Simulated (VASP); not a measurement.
# W (Im-3m) in VASP: notebook

Runs on W. Level: PBEsol. Tasks: single point.

All numbers are computed with VASP 6.6.1; they aren't measurements. Logs are shortened: lines on timing, memory, paths and dates and some standing lists are left out, and cuts for length are marked.

## (1) The undisturbed crystal

It takes space group Im-3m (No. 229, cubic). Conventional cell: a = 3.165 Å, b = 3.165 Å, c = 3.165 Å, α = 90.00°, β = 90.00°, γ = 90.00°. W (site symmetry m-3m) has 8 W at 2.74 Å as nearest neighbours.

## (2) Single point, PBEsol (a relaxed cell with its volume scaled by 0.97)

Contents of INCAR:

```
SYSTEM = W
PREC = Accurate
ENCUT = 520
EDIFF = 1E-7
ISMEAR = 0
SIGMA = 0.1
LREAL = .False.
LASPH = .True.
NELM = 80
ALGO = Fast
ISIF = 2
LWAVE = .False.
LCHARG = .False.
GGA = PS
```

Contents of KPOINTS:

```
regular mesh
0
Gamma
  18 18 18
  0 0 0
```

Contents of POSCAR:

```
W                                       
1.0
   -1.5622640759      1.5622640759      1.5622640759
    1.5622640759     -1.5622640759      1.5622640759
    1.5622640759      1.5622640759     -1.5622640759
  W             
     1
Direct
     0.0000000000000000    0.0000000000000000    0.0000000000000000
```

Potentials or basis: VASP PAW PBE potentials, release 64 (W_sv).

The run is started by

```sh
> cat potpaw_PBE.64/W_sv/POTCAR > POTCAR
> mpirun -np 1 vasp_std > vasp.out
```

OUTCAR:

```text
SYSTEM = W
   PREC = Accurate
   ENCUT = 520
   EDIFF = 1E-7
   ISMEAR = 0
   LREAL = .False.
   LASPH = .True.
   NELM = 80
   ISIF = 2
   GGA = PS

 ion  position               nearest neighbor table
   1  0.000  0.000  0.000-

  LATTYP: Found a body centered cubic cell.
 ALAT       =     3.1245281518

  Lattice vectors:

 A1 = (  -1.5622640759,   1.5622640759,   1.5622640759)
 A2 = (   1.5622640759,  -1.5622640759,   1.5622640759)
 A3 = (   1.5622640759,   1.5622640759,  -1.5622640759)

Analysis of symmetry for initial positions (statically):
=====================================================================
 Subroutine PRICEL returns:
 Original cell was already a primitive cell.

 Routine SETGRP: Setting up the symmetry group for a
 body centered cubic supercell.

 Subroutine GETGRP returns: Found 48 space group operations
 (whereof 48 operations were pure point group operations)
 out of a pool of 48 trial point group operations.

The static configuration has the point symmetry O_h .

Analysis of symmetry for dynamics (positions and initial velocities):
=====================================================================
 Subroutine PRICEL returns:
 Original cell was already a primitive cell.

 Routine SETGRP: Setting up the symmetry group for a
 body centered cubic supercell.

 Subroutine GETGRP returns: Found 48 space group operations
 (whereof 48 operations were pure point group operations)
 out of a pool of 48 trial point group operations.

The dynamic configuration has the point symmetry O_h .

 Subroutine INISYM returns: Found 48 space group operations
 (whereof 48 operations are pure point group operations),
 and found     1 'primitive' translations

----------------------------------------------------------------------------------------

                                     Primitive cell

  volume of cell :      15.2519

  direct lattice vectors                    reciprocal lattice vectors
    -1.562264076  1.562264076  1.562264076     0.000000000  0.320048325  0.320048325
     1.562264076 -1.562264076  1.562264076     0.320048325  0.000000000  0.320048325
     1.562264076  1.562264076 -1.562264076     0.320048325  0.320048325  0.000000000

  length of vectors
[... 82 lines left out ...]
   EDIFFG = 0.1E-05   stopping-criterion for IOM
   NSW    =      0    number of steps for IOM
   IBRION =     -1    ionic relax: 0-MD 1-quasi-New 2-CG
   NFREE  =      0    steps in history (QN), initial steepest desc. (CG)
   ISIF   =      2    stress and relaxation
   ISYM   =      2    0-nonsym 1-usesym 2-fastsym
   POTIM  = 0.5000    time-step for ionic-motion
   TEBEG  =    0.0;   TEEND  =   0.0 temperature during run
   PSTRESS=    0.0 pullay stress
   NELECT =      14.0000    total number of electrons
   NUPDOWN=      -1.0000    fix difference up-down
   EMIN   =  10.00;   EMAX   =-10.00  energy-range for DOS
   EFERMI =   0.00;   METHOD = LEGACY
   ISMEAR =     0;   SIGMA  =   0.10  broadening in eV -4-tet -1-fermi 0-gaus
   EFERMI_NEDOS =   21; number of points for ismear=-14 and -15
   IALGO  =     68    algorithm
   IMIX   =      4    mixing-type and parameters
     AMIX     =   0.40;   BMIX     =  1.00
     AMIX_MAG =   1.60;   BMIX_MAG =  1.00
  volume/ion in A,a.u.               =      15.25       102.92
  Fermi-wavevector in a.u.,A,eV,Ry     =   1.591023  3.006597 34.441155  2.531354
  Thomas-Fermi vector in A             =   2.689627
   LORBIT       =      0    0 simple, 1 ext, 2 COOP (PROOUT), +10 PAW based schemes
   GGA     = PS    functional components
   LHFCALC =     F    Hartree Fock is set to
   AEXX    =    0.0000 exact exchange contribution
   IVDW    =     0    specifies the selected vdW correction
   LEPSILON=     F    determine dielectric tensor
   LRPA    =     F    only Hartree local field effects (RPA)
 non-spin polarized calculation
 RMM-DIIS sequential band-by-band and
 Gauss-broadening in eV      SIGMA  =   0.10
  energy-cutoff  :      520.00
  volume of cell :       15.25
 maximum number of plane-waves:       426
   NGX =  9   NGY =  9   NGZ =  9

 number of electron      14.0000003 magnetization

 Free energy of the ion-electron system (eV)
  ---------------------------------------------------
  ext. energy  EPLUGINS =         0.00000000
  ---------------------------------------------------
  free energy    TOTEN  =       -13.78601764 eV

  energy without entropy =      -13.78256897  energy(sigma->0) =      -13.78429331

 E-fermi :  11.8281     XC(G=0): -13.9810

 val. band max:       11.8188871263   @ k =  -0.1667   0.1667   0.0556
 cond. band min:      11.8296884529   @ k =   0.5000   0.5000   0.2222
 fundamental gap:      0.0108013267
 Fermi energy:        11.8281161155

 k-point     1 :       0.0000    0.0000    0.0000
  band No.  band energies     occupation
      1     -62.2575      2.00000
      2     -25.7538      2.00000
      3     -25.7538      2.00000
      4     -25.7538      2.00000
      5       1.9749      2.00000
      6      10.5376      2.00000
      7      10.5376      2.00000
      8      10.5376      2.00000
      9      14.1680      0.00000
     10      14.1680      0.00000
     11      26.4678      0.00000
[... 309 lines left out ...]
 k-point    24 :       0.3889    0.1111   -0.0000
  band No.  band energies     occupation
      1     -62.0976      2.00000
      2     -27.1318      2.00000
      3     -26.2688      2.00000
      4     -25.8288      2.00000
      5       5.7628      2.00000
      6       8.2404      2.00000
      7      11.3185      2.00000
      8      13.9569      0.00000
      9      15.3718      0.00000
     10      18.6375      0.00000
     11      23.3279      0.00000

 [... further k-points ...]

------------------------ aborting loop because EDIFF is reached ----------------------------------------

  FORCE on cell =-STRESS in cart. coord.  units (eV):
  Direction    XX          YY          ZZ          XY          YZ          ZX
  --------------------------------------------------------------------------------------
  -------------------------------------------------------------------------------------
  Total        1.0183360      1.0183360      1.0183360      0.0000000     -0.0000000      0.0000000
  in kB      106.9740278    106.9740278    106.9740278      0.0000000     -0.0000000      0.0000000
  external PRESSURE =     106.9740278 kB  Pullay stress =       0.0000000 kB

 VOLUME and BASIS-vectors are now :
 -----------------------------------------------------------------------------
  energy-cutoff  :      520.00
  volume of cell :       15.25
      direct lattice vectors                 reciprocal lattice vectors
    -1.562264076  1.562264076  1.562264076     0.000000000  0.320048325  0.320048325
     1.562264076 -1.562264076  1.562264076     0.320048325  0.000000000  0.320048325
     1.562264076  1.562264076 -1.562264076     0.320048325  0.320048325  0.000000000

 POSITION                                       TOTAL-FORCE (eV/Angst)
 -----------------------------------------------------------------------------------
      0.00000      0.00000      0.00000         0.000000      0.000000      0.000000
 -----------------------------------------------------------------------------------
    total drift:                                0.000000     -0.000000      0.000000

  FREE ENERGIE OF THE ION-ELECTRON SYSTEM (eV)
  ---------------------------------------------------
  free  energy   TOTEN  =       -13.7860176376 eV

  energy  without entropy=      -13.7825689750  energy(sigma->0) =      -13.78429331
```

stdout:

```text
POSCAR found type information on POSCAR W
 POSCAR found :  1 types and       1 ions
 scaLAPACK will be used
 -----------------------------------------------------------------------------
|                                                                             |
|                                                                             |
|     You enforced a specific xc type in the INCAR file but a different       |
|     I HOPE YOU KNOW WHAT YOU ARE DOING!                                     |
|                                                                             |
 -----------------------------------------------------------------------------

 LDA part: xc-table for (Slater+PW92), standard interpolation
 POSCAR, INCAR and KPOINTS ok, starting setup
 FFT: planning ... GRIDC
 FFT: planning ... GRID_SOFT
 FFT: planning ... GRID
 WAVECAR not read
 entering main loop
WARNING in EDDRMM: call to ZHEGV failed, returncode =   8  4     11
```

It took 19 s on 1 thread of Intel Xeon Platinum 8488C (Sapphire Rapids), shared host; peak memory 0.15 GiB.

Results:

| Quantity | Value |
| --- | --- |
| Free energy | -13.7860 eV |
| Pressure | 10.7 GPa |
| Band gap on the k mesh | none (metal or under the smearing width) |

Levels at points of the mesh, in eV from the Fermi level:
```
           k point  band 3  band 4  band 5  band 6  band 7  band 8  band 9  band 10  band 11
(0.00, 0.00, 0.00)  -37.58  -37.58   -9.85   -1.29   -1.29   -1.29    2.34     2.34    14.64
(0.50, 0.00, 0.00)  -38.06  -37.59   -6.54   -3.76    0.85    2.26    3.29     6.53    11.61
(0.50, 0.50, 0.50)  -38.60  -38.60   -6.16   -6.16    5.48    5.48    5.48     8.59     8.59
```

Caveat: the PAW data sets were made with another functional, which shifts forces and pressure a little. Spin-orbit coupling is left out, which matters for the levels of W.

## (3) Single point, PBEsol (a relaxed cell with its volume scaled by 1.03)

INCAR is that of step 2.

KPOINTS is that of step 2.

Contents of POSCAR:

```
W                                       
1.0
   -1.5938334719      1.5938334719      1.5938334719
    1.5938334719     -1.5938334719      1.5938334719
    1.5938334719      1.5938334719     -1.5938334719
  W             
     1
Direct
     0.0000000000000000    0.0000000000000000    0.0000000000000000
```

Potentials or basis: VASP PAW PBE potentials, release 64 (W_sv).

The run is started by

```sh
> cat potpaw_PBE.64/W_sv/POTCAR > POTCAR
> mpirun -np 1 vasp_std > vasp.out
```

Wall time 21 s (1 thread of Intel Xeon Platinum 8488C (Sapphire Rapids), shared host); peak memory 0.16 GiB.

Results (log left out):

- Free energy: -13.7881 eV
- Pressure: -9.1 GPa
- Band gap on the k mesh: none (metal or under the smearing width)

Levels at points of the mesh, in eV from the Fermi level:
| k point | band 4 | band 5 | band 6 | band 7 | band 8 | band 9 | band 10 | band 11 |
| --- | --- | --- | --- | --- | --- | --- | --- | --- |
| (0.00, 0.00, 0.00) | -37.76 | -9.53 | -1.19 | -1.19 | -1.19 | 2.19 | 2.19 | 14.50 |
| (0.50, 0.00, 0.00) | -37.76 | -6.15 | -3.46 | 0.63 | 2.08 | 3.03 | 5.98 | 11.45 |
| (0.50, 0.50, 0.50) | -38.60 | -5.68 | -5.68 | 5.03 | 5.03 | 5.03 | 8.09 | 8.09 |

Caveat: the PAW data sets were made with another functional, which shifts forces and pressure a little. Spin-orbit coupling is left out, which matters for the levels of W.

## (4) Single point, PBEsol (a relaxed cell with its volume scaled by 0.94)

INCAR is that of step 3.

KPOINTS is that of step 3.

Contents of POSCAR:

```
W                                       
1.0
   -1.5459893083      1.5459893083      1.5459893083
    1.5459893083     -1.5459893083      1.5459893083
    1.5459893083      1.5459893083     -1.5459893083
  W             
     1
Direct
     0.0000000000000000    0.0000000000000000    0.0000000000000000
```

The run is started by

```sh
> cat potpaw_PBE.64/W_sv/POTCAR > POTCAR
> mpirun -np 1 vasp_std > vasp.out
```

Wall time 19 s (1 thread of Intel Xeon Platinum 8488C (Sapphire Rapids), shared host); peak memory 0.15 GiB.

It converged, with:

- Free energy: -13.7365 eV
- Pressure: 23.1 GPa
- Band gap on the k mesh: none (metal or under the smearing width)

Levels at points of the mesh, in eV from the Fermi level:
```
           k point  band 5  band 6  band 7  band 8  band 9  band 10
(0.00, 0.00, 0.00)  -10.02   -1.35   -1.35   -1.35    2.41     2.41
(0.50, 0.00, 0.00)   -6.75   -3.92    0.99    2.36    3.43     6.83
(0.50, 0.50, 0.50)   -6.43   -6.43    5.72    5.72    5.72     8.86
```

Caveat: so large a pressure means that the cell lies far from this level's equilibrium, or that cutoff or potentials fall short; the potentials were made for another functional, which shifts forces and pressure.

## (5) Summary

| cell | gap on the mesh (eV) | pressure (GPa) |
| --- | --- | --- |
| a relaxed cell with its volume scaled by 0.97 | none | 10.7 |
| a relaxed cell with its volume scaled by 1.03 | none | -9.1 |
| a relaxed cell with its volume scaled by 0.94 | none | 23.1 |

Alike in all rows: task single point; level PBEsol; potentials or basis VASP PAW PBE potentials, release 64 (W_sv); no spin polarisation; k mesh 18 × 18 × 18; cutoff (eV) 520; smearing gaussian 0.1 eV.

Caveats: the PAW data sets were made with another functional, which shifts forces and pressure a little (some runs); so large a pressure means that the cell lies far from this level's equilibrium, or that cutoff or potentials fall short (some runs); the potentials were made for another functional, which shifts forces and pressure (some runs).

Absolute energies hang on the potentials; compare differences alone.
